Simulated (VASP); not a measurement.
**InSe: 3 phases side by side**

Which of 3 structures of InSe is lowest in energy, and does the functional change the order? Phases are named by their space groups. The structure below is that of the P6_3/mmc phase.

Method: PBEsol with D3(BJ); plane waves and PAW (In_d, Se), in the first sound run; inputs show where later runs differ, in VASP 6.6.1.

The database entry behind the starting cell differs from later determinations by our own check (c about 1.7 % long), so it need not match the best structure at ambient conditions.

## (1) The starting structure

It takes space group P6_3/mmc (No. 194, hexagonal). The conventional cell has a = 4.050 Å, b = 4.050 Å, c = 16.930 Å, α = 90.00°, β = 90.00°, γ = 120.00°. Nearest to In lie 3 Se at 2.52 Å. Nearest to Se lie 3 In at 2.52 Å. Farther neighbours and most contacts between anions are not listed.

## (2) Relax the crystal, PBEsol

One member in full, the P6_3/mmc phase: cell and atoms relax with the symmetry of the start.

This step took 2 runs in a row; the last is shown.

Level: PBEsol with D3(BJ); plane waves and PAW (In_d, Se).

Input file INCAR:

```
SYSTEM = InSe
PREC = Accurate
ENCUT = 450
EDIFF = 1E-07
NELM = 120
ISMEAR = 0
SIGMA = 0.02
LREAL = .FALSE.
ALGO = Normal
GGA = PS
IVDW = 12
NBANDS = 47
LASPH = .TRUE.
LORBIT = 11
LWAVE = .FALSE.
LCHARG = .FALSE.
KPAR = 4
IBRION = 2
NSW = 60
ISIF = 3
EDIFFG = -0.01
POTIM = 0.4
```

Input file POSCAR:

```
InSe
1.0
    3.9555413762      0.0000000002      0.0000000000
   -1.9777706928      3.4255993149      0.0000000000
    0.0000000000      0.0000000000     16.3173904652
In Se
4 4
Direct
    0.3333333330      0.6666666670      0.1657263933
    0.6666666670      0.3333333330      0.6657263933
    0.3333333330      0.6666666670      0.3342736067
    0.6666666670      0.3333333330      0.8342736067
    0.3333333330      0.6666666670      0.5863912152
    0.6666666670      0.3333333330      0.0863912152
    0.3333333330      0.6666666670      0.9136087848
    0.6666666670      0.3333333330      0.4136087848
```

Input file KPOINTS:

```
Automatic mesh
0
Gamma
7 7 2
0 0 0
```

The projector-augmented-wave data sets are In_d and Se (PBE family, release 64).

Started as:

```bash
$ mpirun -np 4 vasp_std
```

What it wrote:

```text
[banner, memory and clock lines left out]
running    4 mpi-ranks, on    1 nodes
[...]
|                                                                             |
|               ----> ADVICE to this user running VASP <----                  |
|                                                                             |
|     You enforced a specific xc type in the INCAR file but a different       |
|     [... a line on the potential file left out ...]
|     I HOPE YOU KNOW WHAT YOU ARE DOING!                                     |
|                                                                             |

 LDA part: xc-table for (Slater+PW92), standard interpolation
 POSCAR, INCAR and KPOINTS ok, starting setup
[...]
entering main loop
       N       E                     dE             d eps       ncg     rms          rms(c)
DAV:   1     0.753591512830E+03    0.75359E+03   -0.31318E+04  1504   0.167E+03
DAV:   2     0.819726988030E+02   -0.67162E+03   -0.65317E+03  1512   0.453E+02
DAV:   3    -0.249291417406E+02   -0.10690E+03   -0.10290E+03  1814   0.193E+02
DAV:   4    -0.317839198199E+02   -0.68548E+01   -0.68054E+01  1816   0.481E+01
[...]
DAV:  13    -0.311146520994E+02   -0.51711E-05   -0.15606E-05  2076   0.187E-02    0.659E-03
DAV:  14    -0.311146521256E+02   -0.26139E-07   -0.28102E-06  2072   0.171E-02    0.465E-03
DAV:  15    -0.311146521455E+02   -0.19892E-07   -0.37393E-07  1552   0.307E-03
   1 F= -.33566301E+02 E0= -.33566301E+02  d E =-.335663E+02
[...]
reached required accuracy - stopping structural energy minimisation
```

Run time: 27 s. Hardware: 4 MPI ranks of Intel Xeon 6975P-C (Granite Rapids), shared host; peak memory 1.3 GiB.

Lines that name or quote the potential files are left out of all logs, and their timing lines are given in words.

From OUTCAR (step 2):

```text
 Edisp (eV)   -2.45165

  Total       0.00207     0.00207    -0.01107    -0.00000     0.00000     0.00000
  in kB       0.01498     0.01498    -0.08020    -0.00000     0.00000     0.00000
  external pressure =       -0.02 kB  Pullay stress =        0.00 kB

 POSITION                                       TOTAL-FORCE (eV/Angst)
 -----------------------------------------------------------------------------------
     -0.00000      2.28373      2.70422         0.000000     -0.000000      0.006414
      1.97777      1.14187     10.86292        -0.000000      0.000000      0.006414
     -0.00000      2.28373      5.45447         0.000000     -0.000000     -0.006414
      1.97777      1.14187     13.61317        -0.000000      0.000000     -0.006414
     -0.00000      2.28373      9.56837         0.000000     -0.000000     -0.006258
      1.97777      1.14187      1.40968        -0.000000      0.000000     -0.006258
     -0.00000      2.28373     14.90771         0.000000     -0.000000      0.006258
      1.97777      1.14187      6.74902        -0.000000      0.000000      0.006258
 -----------------------------------------------------------------------------------
    total drift:                                0.000001     -0.000000      0.000001

  FREE ENERGIE OF THE ION-ELECTRON SYSTEM (eV)
  ---------------------------------------------------
  free  energy   TOTEN  =       -33.5663007098 eV

  energy  without entropy=      -33.5663007098  energy(sigma->0) =      -33.56630071

 reached required accuracy - stopping structural energy minimisation

[... 3 further parts left out ...]
[key lines of the parts left out:]
E-fermi :   4.6593
```

This run gave:

- energy(sigma→0) of the program: -33.5663 eV
- stress, compression positive: xx, yy, zz 0.00, 0.00, -0.01 GPa
- volume: 221.102 Å³
- ionic steps: 1

## (3) Energy at another level, r2SCAN

The relaxed cell is held, and its energy is taken at another level.

Level: r2SCAN; plane waves and PAW (In_d, Se).

Input file INCAR:

```
SYSTEM = InSe
PREC = Accurate
ENCUT = 450
EDIFF = 1E-06
NELM = 100
ISMEAR = 0
SIGMA = 0.02
LREAL = .FALSE.
ALGO = Normal
METAGGA = R2SCAN
LASPH = .TRUE.
NBANDS = 47
LORBIT = 11
LWAVE = .FALSE.
LCHARG = .FALSE.
KPAR = 4
```

POSCAR is that of step 2.

KPOINTS is that of step 2.

Started as:

```bash
$ mpirun -np 4 vasp_std
```

What it wrote:

```text
[banner, memory and clock lines left out]
running    4 mpi-ranks, on    1 nodes
[...]
[... a notice as in an earlier step ...]

 LDA part: xc-table for (None), standard interpolation
 POSCAR, INCAR and KPOINTS ok, starting setup
[...]
entering main loop
       N       E                     dE             d eps       ncg     rms          rms(c)
DAV:   1     0.641940588296E+03    0.64194E+03   -0.32145E+04  1504   0.171E+03
DAV:   2    -0.490624034178E+02   -0.69100E+03   -0.67207E+03  1512   0.464E+02
DAV:   3    -0.160035671900E+03   -0.11097E+03   -0.10710E+03  1814   0.200E+02
DAV:   4    -0.167095559961E+03   -0.70599E+01   -0.70069E+01  1800   0.498E+01
[...]
DAV:  12    -0.152730992799E+03   -0.18745E-04   -0.50713E-05  2191   0.402E-02    0.378E-02
DAV:  13    -0.152730971436E+03    0.21364E-04   -0.43481E-05  1896   0.401E-02    0.111E-02
DAV:  14    -0.152730971542E+03   -0.10659E-06   -0.41445E-06  1495   0.983E-03
   1 F= -.15273097E+03 E0= -.15273097E+03  d E =-.455921E-21
```

Wall time 70 s (4 MPI ranks); peak memory 1.5 GiB; 4.6 min of CPU time.

Parts of OUTCAR (step 3):

```text
  Total        4.0921719      4.0921719      4.2924747     -0.0000000      0.0000000      0.0000000
  in kB       29.6531782     29.6531782     31.1046359     -0.0000000      0.0000000      0.0000000
  external PRESSURE =      30.1369974 kB  Pullay stress =       0.0000000 kB

 POSITION                                       TOTAL-FORCE (eV/Angst)
 -----------------------------------------------------------------------------------
     -0.00000      2.28373      2.70422         0.000000      0.000000     -0.079770
      1.97777      1.14187     10.86292         0.000000      0.000000     -0.079770
     -0.00000      2.28373      5.45447        -0.000000      0.000000      0.079770
      1.97777      1.14187     13.61317        -0.000000     -0.000000      0.079770
     -0.00000      2.28373      9.56837        -0.000000     -0.000000      0.129441
      1.97777      1.14187      1.40968         0.000000     -0.000000      0.129441
     -0.00000      2.28373     14.90771         0.000000      0.000000     -0.129441
      1.97777      1.14187      6.74902        -0.000000     -0.000000     -0.129441
 -----------------------------------------------------------------------------------
    total drift:                                0.000001     -0.000000      0.000001

  FREE ENERGIE OF THE ION-ELECTRON SYSTEM (eV)
  ---------------------------------------------------
  free  energy   TOTEN  =      -152.7309715423 eV

  energy  without entropy=     -152.7309715423  energy(sigma->0) =     -152.73097154

[... 2 parts as in an earlier step ...]

[... 1 further part left out ...]
[key lines of the parts left out:]
E-fermi :   4.5791
```

Numbers from this step:

* energy(sigma→0) of the program: -152.7310 eV
* stress, compression positive: xx, yy, zz 2.97, 2.97, 3.11 GPa

The run ends at a pressure of 3.01 GPa, with forces up to 0.13 eV/Å.

## (4) Energy at another level, r2SCAN+rVV10

The relaxed cell is held, and its energy is taken at another level.

Level: r2SCAN with rVV10; plane waves and PAW (In_d, Se).

INCAR: that of step 3 with these lines changed.

```diff
@@ -10,2 +10,6 @@
 METAGGA = R2SCAN
+LUSE_VDW = .TRUE.
+IVDW_NL = 2
+BPARAM = 11.95
+CPARAM = 0.0093
 LASPH = .TRUE.
```

POSCAR is that of step 3.

KPOINTS is that of step 3.

Started as:

```bash
$ mpirun -np 4 vasp_std
```

What it wrote:

```text
[banner, memory and clock lines left out]
running    4 mpi-ranks, on    1 nodes
[...]
|                                                                             |
|               ----> ADVICE to this user running VASP <----                  |
|                                                                             |
|     You have switched on vdW-DFT.                                           |
|     This routine was written and supplied by Jiri Klimes. We recommend      |
|     that you carefully read and cite the following publications:            |
|       J. Klimes, D.R. Bowler, A. Michelides                                 |
|          J. Phys.: Cond Matt. 22 022201 (2010)                              |
|       J. Klimes, D.R. Bowler, A. Michelides                                 |
|          Phys. Rev. B. 83, 195131 (2011)                                    |
|     and references therein.                                                 |
|                                                                             |

 [... a notice as in an earlier step ...]

 LDA part: xc-table for (None), standard interpolation
 POSCAR, INCAR and KPOINTS ok, starting setup
[...]
entering main loop
       N       E                     dE             d eps       ncg     rms          rms(c)
Total rVV10 correction in eV:      2.0393074    86.3123416
Total rVV10 correction in eV:      2.0393074    86.3123416
Total rVV10 correction in eV:      2.0393074    86.3123416
Total rVV10 correction in eV:      2.0393074    86.3123416
DAV:   1     0.642642474898E+03    0.64264E+03   -0.32116E+04  1504   0.171E+03
DAV:   2    -0.473567012480E+02   -0.69000E+03   -0.67108E+03  1512   0.463E+02
DAV:   3    -0.157938159608E+03   -0.11058E+03   -0.10666E+03  1814   0.199E+02
DAV:   4    -0.164975589749E+03   -0.70374E+01   -0.69815E+01  1792   0.497E+01
DAV:   5    -0.165250957929E+03   -0.27537E+00   -0.27517E+00  1965   0.957E+00    0.140E+01
Total rVV10 correction in eV:      2.0651369    86.3123429
Total rVV10 correction in eV:      2.0651369    86.3123429
Total rVV10 correction in eV:      2.0651369    86.3123429
Total rVV10 correction in eV:      2.0651369    86.3123429
DAV:   6    -0.150526650173E+03    0.14724E+02   -0.66280E+00  1941   0.408E+01    0.725E+00
Total rVV10 correction in eV:      2.1027572    86.3123429
Total rVV10 correction in eV:      2.1027572    86.3123429
Total rVV10 correction in eV:      2.1027572    86.3123429
Total rVV10 correction in eV:      2.1027572    86.3123429
DAV:   7    -0.150585158477E+03   -0.58508E-01   -0.17822E+00  1835   0.634E+00    0.324E+00
Total rVV10 correction in eV:      2.1168521    86.3123429
Total rVV10 correction in eV:      2.1168521    86.3123429
Total rVV10 correction in eV:      2.1168521    86.3123429
Total rVV10 correction in eV:      2.1168521    86.3123429
DAV:   8    -0.150608460094E+03   -0.23302E-01   -0.77916E-02  2182   0.248E+00    0.949E-01
Total rVV10 correction in eV:      2.1170416    86.3123429
Total rVV10 correction in eV:      2.1170416    86.3123429
Total rVV10 correction in eV:      2.1170416    86.3123429
Total rVV10 correction in eV:      2.1170416    86.3123429
DAV:   9    -0.150606336359E+03    0.21237E-02   -0.29188E-02  1816   0.972E-01    0.365E-01
Total rVV10 correction in eV:      2.1183360    86.3123429
Total rVV10 correction in eV:      2.1183360    86.3123429
Total rVV10 correction in eV:      2.1183360    86.3123429
Total rVV10 correction in eV:      2.1183360    86.3123429
DAV:  10    -0.150606973014E+03   -0.63666E-03   -0.32156E-03  2044   0.439E-01    0.179E-01
Total rVV10 correction in eV:      2.1199326    86.3123429
Total rVV10 correction in eV:      2.1199326    86.3123429
Total rVV10 correction in eV:      2.1199326    86.3123429
Total rVV10 correction in eV:      2.1199326    86.3123429
DAV:  11    -0.150607173315E+03   -0.20030E-03   -0.53263E-04  2016   0.129E-01    0.117E-01
Total rVV10 correction in eV:      2.1203558    86.3123429
Total rVV10 correction in eV:      2.1203558    86.3123429
Total rVV10 correction in eV:      2.1203558    86.3123429
Total rVV10 correction in eV:      2.1203558    86.3123429
DAV:  12    -0.150607184173E+03   -0.10858E-04   -0.46682E-05  2181   0.399E-02    0.337E-02
Total rVV10 correction in eV:      2.1202115    86.3123429
Total rVV10 correction in eV:      2.1202115    86.3123429
Total rVV10 correction in eV:      2.1202115    86.3123429
Total rVV10 correction in eV:      2.1202115    86.3123429
DAV:  13    -0.150607163681E+03    0.20492E-04   -0.39976E-05  1881   0.376E-02    0.112E-02
Total rVV10 correction in eV:      2.1202171    86.3123429
Total rVV10 correction in eV:      2.1202171    86.3123429
Total rVV10 correction in eV:      2.1202171    86.3123429
Total rVV10 correction in eV:      2.1202171    86.3123429
DAV:  14    -0.150607163758E+03   -0.77533E-07   -0.33841E-06  1486   0.911E-03
Total rVV10 correction in eV:      2.1202750    86.3123429
Total rVV10 correction in eV:      2.1202750    86.3123429
Total rVV10 correction in eV:      2.1202750    86.3123429
Total rVV10 correction in eV:      2.1202750    86.3123429
Total rVV10 correction in eV:      2.1202396    86.3123429
Total rVV10 correction in eV:      2.1202396    86.3123429
Total rVV10 correction in eV:      2.1202396    86.3123429
Total rVV10 correction in eV:      2.1202396    86.3123429
   1 F= -.15060716E+03 E0= -.15060716E+03  d E =-.109730E-19
```

Run time: 2.3 min. Hardware: 4 MPI ranks; peak memory 2.8 GiB.

OUTCAR, selected parts (step 4):

```text
  LATTYP: Found a hexagonal cell.
 ALAT       =     3.9555413762
 C/A-ratio  =     4.1251977702

 Subroutine GETGRP returns: Found 24 space group operations
 (whereof 12 operations were pure point group operations)

The static configuration has the point symmetry D_3d.
 The point group associated with its full space group is D_6h.

 Found     16 irreducible k-points:

   dimension x,y,z NGX =    28 NGY =   28 NGZ =  120
   dimension x,y,z NGXF=    56 NGYF=   56 NGZF=  240

   ENCUT  =  450.0 eV  33.07 Ry    5.75 a.u.   6.84  6.84 28.22*2*pi/ulx,y,z

   NELECT =      76.0000    total number of electrons

 E-fermi :   4.5601

 k-point     1 :       0.0000    0.0000    0.0000
  band No.  band energies     occupation
    ...
     34       3.2342      2.00000
     35       3.2342      2.00000
     36       3.3172      2.00000
     37       3.3172      2.00000
     38       4.4386      2.00000
     39       5.3694      0.00000
     40       6.8413      0.00000
     41       7.1671      0.00000
     42       7.2029      0.00000
     43       9.0266      0.00000
    ...

 k-point     2 :       0.1429    0.0000    0.0000
  band No.  band energies     occupation
    ...
     34       2.7446      2.00000
     35       3.0036      2.00000
     36       3.1209      2.00000
     37       3.1689      2.00000
     38       4.2846      2.00000
     39       6.3961      0.00000
     40       7.1361      0.00000
     41       7.5982      0.00000
     42       7.9258      0.00000
     43       8.3560      0.00000
    ...

  Total        3.0519934      3.0519934      3.3203797     -0.0000000     -0.0000000      0.0000000
  in kB       22.1157142     22.1157141     24.0605266     -0.0000000     -0.0000000      0.0000000
  external PRESSURE =      22.7639850 kB  Pullay stress =       0.0000000 kB

 POSITION                                       TOTAL-FORCE (eV/Angst)
 -----------------------------------------------------------------------------------
     -0.00000      2.28373      2.70422         0.000000     -0.000000     -0.061424
      1.97777      1.14187     10.86292        -0.000000      0.000000     -0.061424
     -0.00000      2.28373      5.45447         0.000000     -0.000000      0.061424
      1.97777      1.14187     13.61317        -0.000000      0.000000      0.061424
     -0.00000      2.28373      9.56837        -0.000000      0.000000      0.087363
      1.97777      1.14187      1.40968         0.000000     -0.000000      0.087363
     -0.00000      2.28373     14.90771        -0.000000      0.000000     -0.087363
      1.97777      1.14187      6.74902         0.000000     -0.000000     -0.087363
 -----------------------------------------------------------------------------------
    total drift:                                0.000001     -0.000000      0.000001

  FREE ENERGIE OF THE ION-ELECTRON SYSTEM (eV)
  ---------------------------------------------------
  free  energy   TOTEN  =      -150.6071637581 eV

  energy  without entropy=     -150.6071637581  energy(sigma->0) =     -150.60716376

 total charge
# of ion       s       p       d       tot
------------------------------------------
    1        0.849   0.726   9.888  11.462
    2        0.849   0.726   9.888  11.462
    3        0.849   0.726   9.888  11.462
    4        0.849   0.726   9.888  11.462
    5        1.470   2.394   0.026   3.890
    6        1.470   2.394   0.026   3.890
    7        1.470   2.394   0.026   3.890
    8        1.470   2.394   0.026   3.890
--------------------------------------------------
tot          9.273  12.481  39.655  61.409

[... 2 parts as in an earlier step ...]

[... 7 further parts left out ...]
```

Read from the output:

- energy(sigma→0) of the program: -150.6072 eV
- stress, compression positive: xx, yy, zz 2.21, 2.21, 2.41 GPa

The run ends at a pressure of 2.28 GPa, with forces up to 0.087 eV/Å.

(Continued in part 2 of 2.)

[Lines on the potential files, build, host, timing and source positions are cut from VASP's logs without a mark.]

[Logs are printed without paths, hosts, clocks, repeated set-up lines and the standing remarks that a program may print on its own settings, such as how far it seeks lower states.]

[Hosts, paths, dates, database ids (printed as entryN), source tags and the programs' standing remarks are cut or masked in the printed files.]
